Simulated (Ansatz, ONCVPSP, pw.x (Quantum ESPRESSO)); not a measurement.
pw.x on bcc Mg: one setting changed

Potential: optimised norm-conserving Vanderbilt (ONCV), ONCVPSP 4.0.1.1 (patched build), PBE; core [Ne], reference 3s2; waves: 3s: rc 2.60 bohr, ncon 3, nbas 7, qcut 2.8 1/bohr, 2 projectors, debl 2.6 Ha; p scattering state at 0.24 Ha: rc 2.25 bohr, ncon 4, nbas 9, qcut 3.4 1/bohr, 2 projectors, debl 3 Ha; d scattering state at 0.04 Ha: rc 2.15 bohr, ncon 4, nbas 8, qcut 4.4 1/bohr, 2 projectors, debl 0.9 Ha; local part: polynomial inside 1.90 bohr (lpopt 4, dvloc0 4 Ha); core correction: none.

The reference run (k-mesh 13³, cutoffs 35/140 Ry, Fermi–Dirac 0.01 Ry, mixing_beta 0.4, conv_thr 1e-9, no spin) gives 0.57 GPa at 22.870 Å³/atom, where all-electron LAPW gives 0.19 GPa. This run, with its own iteration cap, changes electron_maxstep to 4, a wrong or extreme entry chosen on purpose.

```
&control
  calculation='scf', prefix='x', pseudo_dir='./', outdir='./tmp', tstress=.true., disk_io='none'
/
&system
  ibrav=0, nat=1, ntyp=1, ecutwfc=35, ecutrho=140, nbnd=8,
  occupations='smearing', smearing='fd', degauss=0.01
/
&electrons
  conv_thr=1e-09, mixing_beta=0.4, electron_maxstep=4
/
ATOMIC_SPECIES
Mg 1.0 Mg.UPF
CELL_PARAMETERS angstrom
  -1.78814222 1.78814222 1.78814222
  1.78814222 -1.78814222 1.78814222
  1.78814222 1.78814222 -1.78814222
ATOMIC_POSITIONS crystal
Mg 0.0000 0.0000 0.0000
K_POINTS automatic
13 13 13 0 0 0
```

```bash
pw.x < Mg.scf.in > Mg.scf.out
```

How does the run end?

It does not reach self-consistency within its iteration cap.

```
Message from routine setup:
     using ibrav=0 with symmetry is DISCOURAGED, use correct ibrav instead
     lattice parameter (alat)  =       5.8528  a.u.
     unit-cell volume          =     154.3344 (a.u.)^3
     number of electrons       =         2.00
     number of Kohn-Sham states=            8
     kinetic-energy cutoff     =      35.0000  Ry
     charge density cutoff     =     140.0000  Ry
     scf convergence threshold =      1.0E-09
     Exchange-correlation= PBE
     number of k points=    84  Fermi-Dirac smearing, width (Ry)=  0.0100
     iteration #  1     ecut=    35.00 Ry     beta= 0.40
     total energy              =      -1.76352260 Ry
     estimated scf accuracy    <       0.00393941 Ry
     iteration #  2     ecut=    35.00 Ry     beta= 0.40
     total energy              =      -1.76377798 Ry
     estimated scf accuracy    <       0.00142568 Ry
     iteration #  3     ecut=    35.00 Ry     beta= 0.40
     total energy              =      -1.76379260 Ry
     estimated scf accuracy    <       0.00000026 Ry
     iteration #  4     ecut=    35.00 Ry     beta= 0.40
     c_bands:  1 eigenvalues not converged
     total energy              =      -1.76379170 Ry
     estimated scf accuracy    <       0.00000025 Ry
     convergence NOT achieved after   4 iterations: stopping
     Message from routine punch:
     Nothing written, as per user request (disk_io='none')
```

The run took about 2.1 s on one core of a shared host (AMD EPYC 9R45 96-Core Processor, 96 threads, 376 GiB, load 44).
